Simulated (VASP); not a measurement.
Here is a VASP 6.6.1 calculation.

INCAR

```
SYSTEM = WS2
ALGO = Fast
EDIFF = 1E-6
ENCUT = 520
GGA = PS
ISIF = 2
ISMEAR = 0
LASPH = .TRUE.
LCHARG = .FALSE.
LREAL = .FALSE.
LWAVE = .FALSE.
NBANDS = 20
NELM = 100
PREC = Accurate
SIGMA = 0.1
```

KPOINTS

```
k-points
0
G
  6 6 6
  0 0 0
```

POSCAR

```
WS2
1.0
    1.5790003843      0.9116362969      6.1633300000
   -1.5790003843      0.9116362969      6.1633300000
    0.0000000000     -1.8232725938      6.1633300000
W S
1 2
Direct
    0.0000000000      0.0000000000      0.0000000000
    0.7503000000      0.7503000000      0.7503000000
    0.5810000000      0.5810000000      0.5810000000
```

Potentials or basis: VASP PAW PBE potentials, release 64 (W_sv, S).

The run is started by

```console
$ cat potpaw_PBE.64/W_sv/POTCAR potpaw_PBE.64/S/POTCAR > POTCAR
$ mpirun -np 1 vasp_std > vasp.out
```

What does it give for the pressure?

-0.5 GPa.

What does it give for the largest force?

0.600 eV/Å.

Forces on the atoms (eV/Å):
```
W    0.000  0.000 -0.600
S    0.000  0.000  0.257
S    0.000  0.000  0.342
```

Caveat: the PAW data sets were made with another functional, which shifts forces and pressure a little.
